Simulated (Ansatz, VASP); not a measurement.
SiC in VASP and in Ansatz

```
Si C
1.0
     0.00000    2.21155    2.21155
     2.21155    0.00000    2.21155
     2.21155    2.21155    0.00000
Si C
1 1
Cartesian
  0.0000 0.0000 0.0000
  1.1058 1.1058 1.1058
```

Alike in both runs: task single point; functional PBE; k mesh 10 × 10 × 10; occupations gaussian, width 0.02 eV; no spin polarisation.

|  | VASP | Ansatz |
| --- | --- | --- |
| version | VASP 6.6.1 | Ansatz 0.2.0 |
| potentials or method | VASP PAW PBE potentials, release 64 (Si, C) | scalar-relativistic, plane waves, PAW |
| plane-wave cutoff (eV) | 520 | 420 |
| valence electrons in the cell | 8 | 8 |

```csv
,VASP,Ansatz,Ansatz less VASP
gap on the k mesh at the Fermi level (eV),1.40,1.40,+0.002
least direct gap on the mesh (eV),4.50,4.50,+0.003
pressure (GPa),-6.0,-5.9,+0.04
```

A k mesh can miss the band edges. PBE gaps usually lie below the measured ones, often by a third to a half.
